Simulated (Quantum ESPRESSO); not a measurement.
**Sb: single point with PBEsol**

Sb:

```
Sb
1.0
     0.00000    2.37124    2.37124
     2.37124    0.00000    2.37124
     2.37124    2.37124    0.00000
Sb
1
Direct
  0.00000 0.00000 0.00000
```

This isn't the form of Sb at room conditions, which is rhombohedral.

```
Program             : Quantum ESPRESSO 7.5
Task                : single point
Functional          : PBEsol
Potentials or basis : GBRV 1.5 PBEsol
Cutoff              : 612 eV
Density cutoff      : 4898 eV
k mesh              : 10 × 10 × 10
Occupations         : fermi-dirac, width 0.05 eV
Spin                : no spin polarisation
```

- Pressure: -1.3 GPa
- Band gap on the k mesh: none (metal or under the smearing width)

Levels at points of the mesh, in eV from the Fermi level:
```
             k point  band 4  band 5  band 6  band 7  band 8  band 9  band 10  band 11
  (0.00, 0.00, 0.00)  -29.18  -29.18  -12.99    5.40    5.40    5.40    10.49    10.59
 (0.00, 0.00, -0.50)  -29.14  -29.14   -9.17   -5.86    3.70    3.70     8.46     9.55
(0.00, -0.50, -0.50)  -29.13  -29.13   -7.53   -4.95    0.41    0.41     4.20     4.72
```

Wall time 7.1 s on 2 MPI ranks on Intel(R) Xeon(R) 6975P-C (Granite Rapids), on a shared host, peak memory 0.18 GiB a rank.

Spin-orbit coupling is left out, which matters for the levels of Sb.
